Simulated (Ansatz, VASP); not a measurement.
# Two plane-wave programs on Cu

INCAR

```
ALGO = Normal ; EDIFF = 1E-6
ENCUT = 520 ; ISIF = 2
ISMEAR = -1 ; LASPH = True
LCHARG = False ; LREAL = False
LWAVE = False ; NBANDS = 18
NELM = 100 ; PREC = Accurate
SIGMA = 0.1
```

KPOINTS

```
k-points
0
Gamma
  12 12 12
```

POSCAR

```
Cu
1.0
    0.0000000000      2.4670511176      2.4670511176
    2.4670511176      0.0000000000      2.4670511176
    2.4670511176      2.4670511176      0.0000000000
Cu
2
Direct
    0.1250000000      0.1250000000      0.1250000000
    0.8750000000      0.8750000000      0.8750000000
```

Input for Ansatz:

```yaml
crystal:
  lattice:
    - [0.0, 2.4670511176, 2.4670511176]
    - [2.4670511176, 0.0, 2.4670511176]
    - [2.4670511176, 2.4670511176, 0.0]
  atoms:
    - { symbol: Cu, position: [0.125, 0.125, 0.125] }
    - { symbol: Cu, position: [0.875, 0.875, 0.875] }
hamiltonian:
  xc: lda
  pseudopotentials:
    kind: paw
    azcp:
      Cu: "pseudopotentials/Cu.paw.azcp"
basis:
  ecutwfc: 420
  fft_grid_basis: typed
kpoints:
  mp_grid: { grid: [12, 12, 12], shift: [0, 0, 0] }
magnetization:
  spin_polarized: false
scf:
  occupations: { method: fermi_dirac, width: 0.1 }
  lower_state_search: "off"
output:
  stress: true
  write_density: true
  write_potential: true
  elf: true
  volumetric_format: npy
```

Alike in both runs: task single point; functional LDA; k mesh 12 × 12 × 12; occupations fermi-dirac, width 0.1 eV; no spin polarisation.

|  | VASP | Ansatz |
| --- | --- | --- |
| version | VASP 6.6.1 | Ansatz 0.2.0 |
| potentials or method | VASP PAW LDA potentials, release 64 (Cu) | plane waves (420 eV) with PAW, scalar-relativistic |
| plane-wave cutoff (eV) | 520 | 420 |
| valence electrons in the cell | 22 | 38 |

Ansatz gave:

* pressure (GPa): 13.7

**Question.** Estimate VASP's values.

**Answer.** Pressure (GPa): 14.1.

The two sets of potentials don't hold the same shells in valence. Ansatz warned: «pseudo_functional_mismatch».
